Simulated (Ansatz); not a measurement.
Here is an Ansatz 0.2.0 calculation.

Contents of input.yaml:

```yaml
crystal:
  lattice:
    - [0.0, 2.861, 2.861]
    - [2.861, 0.0, 2.861]
    - [2.861, 2.861, 0.0]
  atoms:
    - { symbol: Mn, position: [0.75, 0.75, 0.75], spin: 4.0 }
    - { symbol: Mn, position: [0.25, 0.25, 0.25], spin: 4.0 }
    - { symbol: Mn, position: [0.5, 0.5, 0.5], spin: 4.0 }
    - { symbol: Si, position: [0.0, 0.0, 0.0] }
hamiltonian:
  xc: lda
  pseudopotentials: { kind: paw }
magnetization:
  spin_polarized: true
kpoints:
  mp_grid: { grid: [8, 8, 8] }
  band_path:
    path:
      - [[0.0, 0.0, 0.0], [0.5, 0.0, 0.5], [0.5, 0.25, 0.75], [0.375, 0.375, 0.75], [0.0, 0.0, 0.0], [0.5, 0.5, 0.5], [0.625, 0.25, 0.625], [0.5, 0.25, 0.75], [0.5, 0.5, 0.5], [0.375, 0.375, 0.75]]
      - [[0.625, 0.25, 0.625], [0.5, 0.0, 0.5]]
    npoints: 14
scf:
  occupations: { method: fermi_dirac, width: 0.05 }
  n_extra_bands: 10
output:
  forces: true
  stress: true
  eigenvalues: true
  fatbands: true
```

Potentials or basis: Ansatz PAW.

The run is started by

```bash
$ ansatz run input.yaml --threads 2 --pin off --max-ram 5632MiB --backend cpu --events-out ev --progress --plain --runs-dir out
```

Problem. What does it give for the band gap on the k mesh?

Solution. None (metal or under the smearing width).

Problem. Estimate the absolute moment.

Solution. 4.06 μB per cell.

Levels at the corners of the path, in eV from the Fermi level:
Spin up:
```tsv
point	band 23	band 24	band 25	band 26	band 27	band 28
Γ	0.00	0.71	0.71	0.71	1.28	1.28
X	-0.82	-0.20	-0.20	0.19	0.73	0.84
W	-1.07	-0.37	-0.25	0.09	0.37	0.37
K	-0.78	-0.67	-0.50	-0.05	0.53	0.91
Γ	0.00	0.71	0.71	0.71	1.28	1.28
L	-0.51	-0.51	-0.15	-0.15	0.57	0.57
U	-0.78	-0.67	-0.50	-0.05	0.53	0.91
W	-1.07	-0.37	-0.25	0.09	0.37	0.37
L	-0.51	-0.51	-0.15	-0.15	0.57	0.57
K	-0.78	-0.67	-0.50	-0.05	0.53	0.91
U	-0.78	-0.67	-0.50	-0.05	0.53	0.91
X	-0.82	-0.20	-0.20	0.19	0.73	0.84
```
Spin down:
| point | band 21 | band 22 | band 23 | band 24 | band 25 | band 26 | band 27 | band 28 |
| --- | --- | --- | --- | --- | --- | --- | --- | --- |
| Γ | -1.37 | 0.16 | 0.16 | 0.16 | 0.75 | 0.75 | 1.58 | 1.58 |
| X | -1.89 | -0.68 | -0.68 | -0.02 | 0.26 | 0.70 | 0.85 | 1.18 |
| W | -1.39 | -1.39 | -0.85 | -0.61 | 0.95 | 0.95 | 1.11 | 1.11 |
| K | -1.53 | -1.12 | -0.96 | -0.63 | 0.79 | 0.83 | 1.14 | 1.42 |
| Γ | -1.37 | 0.16 | 0.16 | 0.16 | 0.75 | 0.75 | 1.58 | 1.58 |
| L | -1.85 | -1.08 | -1.08 | -1.04 | 0.88 | 0.88 | 1.46 | 1.49 |
| U | -1.53 | -1.12 | -0.96 | -0.63 | 0.79 | 0.83 | 1.14 | 1.42 |
| W | -1.39 | -1.39 | -0.85 | -0.61 | 0.95 | 0.95 | 1.11 | 1.11 |
| L | -1.85 | -1.08 | -1.08 | -1.04 | 0.88 | 0.88 | 1.46 | 1.49 |
| K | -1.53 | -1.12 | -0.96 | -0.63 | 0.79 | 0.83 | 1.14 | 1.42 |
| U | -1.53 | -1.12 | -0.96 | -0.63 | 0.79 | 0.83 | 1.14 | 1.42 |
| X | -1.89 | -0.68 | -0.68 | -0.02 | 0.26 | 0.70 | 0.85 | 1.18 |

Caveat: the starting moments weren't kept.
